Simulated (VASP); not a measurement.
A run of VASP 6.6.1:

INCAR

```
SYSTEM = ZrS
ALGO = Fast
EDIFF = 1E-6
ENCUT = 520
GGA = PS
ISIF = 2
ISMEAR = 0
LASPH = .True.
LCHARG = .False.
LREAL = .False.
LWAVE = .False.
NBANDS = 16
NELM = 60
PREC = Accurate
SIGMA = 0.15
```

File KPOINTS:

```
k-points
0
Gamma
  20 20 20
  0 0 0
```

The input POSCAR:

```
ZrS
1.0
    0.0000000000      2.5830753500      2.5830753500
    2.5830753500      0.0000000000      2.5830753500
    2.5830753500      2.5830753500      0.0000000000
Zr S
1 1
Direct
    0.0000000000      0.0000000000      0.0000000000
    0.5000000000      0.5000000000      0.5000000000
```

Potentials or basis: VASP PAW PBE potentials, release 64 (Zr_sv, S).

Launch:

```bash
$ cat potpaw_PBE.64/Zr_sv/POTCAR potpaw_PBE.64/S/POTCAR > POTCAR
$ mpirun -np 1 vasp_std > vasp.out
```

Hardware: 1 thread of Intel(R) Xeon(R) Platinum 8559C (Emerald Rapids), on a shared host.

Question: Estimate the wall time of this run.

Answer: It took 2.2 min on 1 thread of Intel(R) Xeon(R) Platinum 8559C (Emerald Rapids), on a shared host, peak memory 0.26 GiB. Counts: scf iterations 19, k points 256.
